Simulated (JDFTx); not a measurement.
# SiC (P6_3mc) in JDFTx: reference runs

Reference runs on SiC: the cell as given.

Program: JDFTx 1.7.0 (patched build). These are calculated values, not measurements. Logs are shortened: lines on timing, memory, paths and dates and some standing lists are left out, and cuts for length are marked. The log counts tension as positive stress, the text compression.

## 1. The crystal as given

It takes space group P6_3mc (No. 186, hexagonal). Conventional cell: a = 3.076 Å, b = 3.076 Å, c = 10.071 Å, α = 90.00°, β = 90.00°, γ = 120.00°. Si (site symmetry 3m) has 4 C at 1.88 to 1.89 Å as nearest neighbours. Around Si (site symmetry 3m) lie 4 C at 1.88 to 1.89 Å. C (site symmetry 3m) has 4 Si at 1.88 to 1.89 Å as nearest neighbours. C (site symmetry 3m) is surrounded by 4 Si at 1.88 to 1.89 Å.

The cell is a database's computed one.

## 2. Single point, PBEsol

File SiC.in:

```
lattice \
    5.8122195860    -2.9061097929     0.0000000000 \
    0.0000000000     5.0335298139     0.0000000000 \
    0.0000000000     0.0000000000    19.0307637451
coords-type Lattice
ion Si     0.0000000000     0.0000000000     0.1878943800 1
ion Si     0.0000000000     0.0000000000     0.6878943800 1
ion Si     0.3333333333     0.6666666667     0.4378419800 1
ion Si     0.6666666667     0.3333333333     0.9378419800 1
ion C      0.0000000000     0.0000000000     0.0004600500 1
ion C      0.0000000000     0.0000000000     0.5004600500 1
ion C      0.3333333333     0.6666666667     0.2498025900 1
ion C      0.6666666667     0.3333333333     0.7498025900 1

ion-species pseudo/Si.upf
ion-species pseudo/C.upf
elec-cutoff 41 328
elec-ex-corr gga-PBEsol
kpoint-folding 10 10 3
elec-smearing Fermi 0.0018374661
elec-n-bands 23
electronic-SCF nIterations 100 energyDiffThreshold 1e-09
electronic-minimize nIterations 30 energyDiffThreshold 1e-7
converge-empty-states yes
forces-output-coords Cartesian

dump-name run.$VAR
dump End Ecomponents EigStats BandEigs Kpoints Forces Stress
```

Potentials or basis: PseudoDojo-SR-PBEsol-0.4.1-standard with smoothed tails.

Started as:

```sh
$ jdftx -c 1 -i SiC.in -o SiC.out
```

What it wrote:

```text
*************** JDFTx 1.7.0 (patched build) ***************

Input parsed successfully to the following command list (including defaults):
[... the input with its defaults ...]

---------- Setting up symmetries ----------

Found 24 point-group symmetries of the bravais lattice
Found 12 space-group symmetries with basis
Applied RMS atom displacement 2.37283e-10 bohrs to make symmetries exact.

---------- Initializing the Grid ----------
R =
[      5.81222     -2.90611            0  ]
[            0      5.03353            0  ]
[            0            0      19.0308  ]
unit cell volume = 556.764
G =
[    1.08103   0.624133         -0  ]
[          0    1.24827          0  ]
[          0         -0   0.330159  ]
Minimum fftbox size, Smin = [  48  48  156  ]
Chosen fftbox size, S = [  48  48  160  ]

---------- Initializing tighter grid for wavefunction operations ----------
R =
[      5.81222     -2.90611            0  ]
[            0      5.03353            0  ]
[            0            0      19.0308  ]
unit cell volume = 556.764
G =
[    1.08103   0.624133         -0  ]
[          0    1.24827          0  ]
[          0         -0   0.330159  ]
Minimum fftbox size, Smin = [  36  36  112  ]
Chosen fftbox size, S = [  36  36  112  ]

---------- Exchange Correlation functional ----------
Initalized PBEsol GGA exchange.
Initalized PBEsol GGA correlation.

---------- Setting up pseudopotentials ----------
Width of ionic core gaussian charges (only for fluid interactions / plotting) set to 0

Reading pseudopotential file 'pseudo/Si.upf':
  'Si' pseudopotential, 'PBESOL' functional
  Generated using ONCVPSP code by D. R. Hamann
  4 valence electrons, 2 orbitals, 6 projectors, 1001 radial grid points, with lMax = 2
    3S    l: 0   occupation:  2.0   eigenvalue: -0.395742
    3P    l: 1   occupation:  2.0   eigenvalue: -0.149099
  Core radius for overlap checks: 1.86 bohrs.

Reading pseudopotential file 'pseudo/C.upf':
  'C' pseudopotential, 'PBESOL' functional
  Generated using ONCVPSP code by D. R. Hamann
  4 valence electrons, 2 orbitals, 4 projectors, 1001 radial grid points, with lMax = 1
    2S    l: 0   occupation:  2.0   eigenvalue: -0.501565
    2P    l: 1   occupation:  2.0   eigenvalue: -0.192331
  Core radius for overlap checks: 1.21 bohrs.

Initialized 2 species with 8 total atoms.

Folded 1 k-points by 10x10x3 to 300 k-points.

---------- Setting up k-points, bands, fillings ----------
Adding inversion symmetry to k-mesh for non-inversion-symmetric unit cell.
Reduced to 28 k-points under symmetry.
Computing the number of bands and number of electrons
Calculating initial fillings.
nElectrons:  32.000000   nBands: 23   nStates: 28

----- Setting up reduced wavefunction bases (one per k-point) -----
average nbasis = 6981.970 , ideal nbasis = 6981.370

---------- Setting up ewald sum ----------
Optimum gaussian width for ewald sums = 2.320698 bohr.
Real space sum over 1183 unit cells with max indices [  6  6  3  ]
Reciprocal space sum over 3509 terms with max indices [  5  5  14  ]

---------- Allocating electronic variables ----------
Initializing wave functions:  linear combination of atomic orbitals
Si pseudo-atom occupations:   s ( 2 )  p ( 2 )
C pseudo-atom occupations:   s ( 2 )  p ( 2 )
	FillingsUpdate:  mu: +0.526636990  nElectrons: 32.000000
LCAOMinimize: Iter:   0  F: -38.1143595192929467  |grad|_K:  7.302e-03  alpha:  1.000e+00
	FillingsUpdate:  mu: +0.489483972  nElectrons: 32.000000
LCAOMinimize: Iter:   1  F: -38.4780368145835681  |grad|_K:  1.776e-04  alpha:  4.243e-01  linmin: -6.199e-01  cgtest:  8.962e-01
LCAOMinimize: Encountered beta<0, resetting CG.
[... 5 lines of inner loops ...]
LCAOMinimize: Iter:   4  F: -38.4782810103552677  |grad|_K:  5.076e-07  alpha:  5.251e-01  linmin: -8.557e-06  cgtest:  2.609e-03
	FillingsUpdate:  mu: +0.488885416  nElectrons: 32.000000
LCAOMinimize: Iter:   5  F: -38.4782810122948646  |grad|_K:  8.499e-08  alpha:  4.937e-01  linmin:  3.361e-05  cgtest: -9.426e-04
LCAOMinimize: Converged (|Delta F|<1.000000e-06 for 2 iters).

-------- Electronic minimization -----------
Will mix electronic density at each iteration.
	FillingsUpdate:  mu: +0.488885416  nElectrons: 32.000000
	FillingsUpdate:  mu: +0.390725301  nElectrons: 32.000000
SCF: Cycle:  0   F: -38.804458941089337   dF: -3.262e-01   |Residual|: 1.192e-01   |deigs|: 5.790e-02
	FillingsUpdate:  mu: +0.388390696  nElectrons: 32.000000
SCF: Cycle:  1   F: -38.813223373360785   dF: -8.764e-03   |Residual|: 6.376e-02   |deigs|: 4.992e-03
	FillingsUpdate:  mu: +0.388936683  nElectrons: 32.000000
SCF: Cycle:  2   F: -38.814084729831656   dF: -8.614e-04   |Residual|: 1.001e-02   |deigs|: 1.698e-03
	FillingsUpdate:  mu: +0.389952314  nElectrons: 32.000000
SCF: Cycle:  3   F: -38.814245083082881   dF: -1.604e-04   |Residual|: 4.786e-03   |deigs|: 1.113e-03
	FillingsUpdate:  mu: +0.389977174  nElectrons: 32.000000
SCF: Cycle:  4   F: -38.814258746717805   dF: -1.366e-05   |Residual|: 1.142e-03   |deigs|: 2.014e-04
	FillingsUpdate:  mu: +0.389950039  nElectrons: 32.000000
SCF: Cycle:  5   F: -38.814261841655707   dF: -3.095e-06   |Residual|: 7.876e-04   |deigs|: 1.156e-04
	FillingsUpdate:  mu: +0.389996057  nElectrons: 32.000000
SCF: Cycle:  6   F: -38.814263499956226   dF: -1.658e-06   |Residual|: 2.052e-04   |deigs|: 9.234e-05
	FillingsUpdate:  mu: +0.390010228  nElectrons: 32.000000
SCF: Cycle:  7   F: -38.814264075870263   dF: -5.759e-07   |Residual|: 7.301e-05   |deigs|: 7.276e-05
	FillingsUpdate:  mu: +0.390003555  nElectrons: 32.000000
SCF: Cycle:  8   F: -38.814264314155039   dF: -2.383e-07   |Residual|: 3.689e-05   |deigs|: 6.134e-05
	FillingsUpdate:  mu: +0.390005670  nElectrons: 32.000000
SCF: Cycle:  9   F: -38.814264423066753   dF: -1.089e-07   |Residual|: 2.878e-05   |deigs|: 5.357e-05
	FillingsUpdate:  mu: +0.390007416  nElectrons: 32.000000
SCF: Cycle: 10   F: -38.814264475768688   dF: -5.270e-08   |Residual|: 6.752e-06   |deigs|: 5.137e-05
	FillingsUpdate:  mu: +0.390007842  nElectrons: 32.000000
SCF: Cycle: 11   F: -38.814264498849802   dF: -2.308e-08   |Residual|: 4.982e-06   |deigs|: 4.853e-05
	FillingsUpdate:  mu: +0.390007427  nElectrons: 32.000000
SCF: Cycle: 12   F: -38.814264510601888   dF: -1.175e-08   |Residual|: 5.059e-06   |deigs|: 5.135e-05
	FillingsUpdate:  mu: +0.390007644  nElectrons: 32.000000
SCF: Cycle: 13   F: -38.814264515345322   dF: -4.743e-09   |Residual|: 1.153e-06   |deigs|: 4.779e-05
	FillingsUpdate:  mu: +0.390007650  nElectrons: 32.000000
SCF: Cycle: 14   F: -38.814264517456827   dF: -2.112e-09   |Residual|: 1.730e-06   |deigs|: 4.306e-05
	FillingsUpdate:  mu: +0.390007659  nElectrons: 32.000000
SCF: Cycle: 15   F: -38.814264518461592   dF: -1.005e-09   |Residual|: 5.370e-07   |deigs|: 4.150e-05
	FillingsUpdate:  mu: +0.390007668  nElectrons: 32.000000
SCF: Cycle: 16   F: -38.814264518935097   dF: -4.735e-10   |Residual|: 6.877e-07   |deigs|: 3.989e-05
	FillingsUpdate:  mu: +0.390007657  nElectrons: 32.000000
SCF: Cycle: 17   F: -38.814264519165782   dF: -2.307e-10   |Residual|: 6.783e-07   |deigs|: 7.722e-05
SCF: Converged (|Delta E|<1.000000e-09 for 2 iters).

Setting wave functions to eigenvectors of Hamiltonian
Converging empty states (this may take a while):
EmptyStates: None of the convergence criteria satisfied.
|deigs|: 7.993e-04

# Stress tensor in Cartesian coordinates [Eh/a0^3]:
[ -1.85783e-05            0            0  ]
[            0 -1.85783e-05            0  ]
[            0            0  -1.4606e-05  ]

# Ionic positions in lattice coordinates:
ion Si   0.000000000000000   0.000000000000000   0.187894380000000 1
ion Si   0.000000000000000   0.000000000000000   0.687894380000000 1
ion Si   0.333333333333333   0.666666666666667   0.437841980000000 1
ion Si   0.666666666666667   0.333333333333333   0.937841980000000 1
ion C   0.000000000000000   0.000000000000000   0.000460050000000 1
ion C   0.000000000000000   0.000000000000000   0.500460050000000 1
ion C   0.333333333333333   0.666666666666667   0.249802590000000 1
ion C   0.666666666666667   0.333333333333333   0.749802590000000 1

# Forces in Cartesian coordinates:
force Si   0.000000000000000  -0.000000000000000   0.000005446658698 1
force Si   0.000000000000000  -0.000000000000000   0.000005446658698 1
force Si   0.000000000000000  -0.000000000000000  -0.000087968244907 1
force Si  -0.000000000000000   0.000000000000000  -0.000087968244907 1
force C  -0.000000000000000  -0.000000000000000  -0.000024956333934 1
force C  -0.000000000000000  -0.000000000000000  -0.000024956333934 1
force C   0.000000000000000  -0.000000000000000   0.000107986790335 1
force C  -0.000000000000000  -0.000000000000000   0.000107986790335 1

# Energy components:
   Eewald =      -41.8766357496232331
       EH =        4.6097575565103650
     Eloc =      -13.4345521992742896
      Enl =        1.1958786189983543
      Exc =      -15.0247328128187689
 Exc_core =        2.2105131116575927
       KE =       23.5055069553856093
-------------------------------------
     Etot =      -38.8142645191643538
       TS =        0.0000000000014263
-------------------------------------
        F =      -38.8142645191657820

IonicMinimize: Iter:   0  F: -38.814264519165782  |grad|_K:  4.088e-05
IonicMinimize: Converged (|grad|_K<1.000000e-04).

#--- Lowdin population analysis ---
# oxidation-state Si +1.085 +1.085 +1.071 +1.071
# oxidation-state C -1.001 -1.001 -1.012 -1.012

Dumping 'run.eigStats' ...
	eMin: -0.220136 at state 0 ( [ +0.000000 +0.000000 +0.000000 ] spin 0 )
	HOMO: +0.350825 at state 0 ( [ +0.000000 +0.000000 +0.000000 ] spin 0 )
	mu  : +0.390008
	LUMO: +0.428525 at state 10 ( [ +0.000000 +0.500000 +0.000000 ] spin 0 )
	eMax: +0.664744 at state 26 ( [ +0.300000 +0.300000 +0.000000 ] spin 0 )
	HOMO-LUMO gap: +0.077700
	Optical gap  : +0.119263 at state 10 ( [ +0.000000 +0.500000 +0.000000 ] spin 0 )
WARNING: the last solve of the electrons (or of bands or displaced states from it) ended unconverged.
Done!
[note: mu as printed may lie anywhere between the filled and the empty levels]
```

It took 4.5 min on 1 thread of AMD EPYC 7R43 (Zen 3), shared host; peak memory 0.46 GiB.

What came out:

```
Free energy            : -1056.1899 eV
Pressure               : 0.5 GPa
Largest force          : 0.006 eV/Å
Band gap on the k mesh : 2.11 eV, indirect (least direct gap 3.25 eV)
Loewdin charges        : Si +1.08, +1.07; C -1.00, -1.01 e
```

Forces in eV/Å, atoms in the order of the input:
```
Si   0.000  0.000  0.000
Si   0.000  0.000  0.000
Si   0.000  0.000 -0.005
Si   0.000  0.000 -0.005
C    0.000  0.000 -0.001
C    0.000  0.000 -0.001
C    0.000  0.000  0.006
C    0.000  0.000  0.006
```

Levels at points of the mesh, in eV from the valence-band top:
| k point | band 12 | band 13 | band 14 | band 15 | band 16 | band 17 | band 18 | band 19 | band 20 | band 21 |
| --- | --- | --- | --- | --- | --- | --- | --- | --- | --- | --- |
| (0.00, 0.00, 0.00) | -0.59 | -0.59 | -0.05 | 0.00 | 0.00 | 5.04 | 5.62 | 6.26 | 6.26 | 6.92 |
| (0.00, 0.50, 0.00) | -2.42 | -2.39 | -2.24 | -1.60 | -1.13 | 2.11 | 2.24 | 4.12 | 4.67 | 5.21 |

Caveat: the empty levels aren't tightly converged; an odd mesh through Γ misses points on the zone boundary, where band edges often lie. As with any semilocal functional, this PBEsol gap is likely too small.
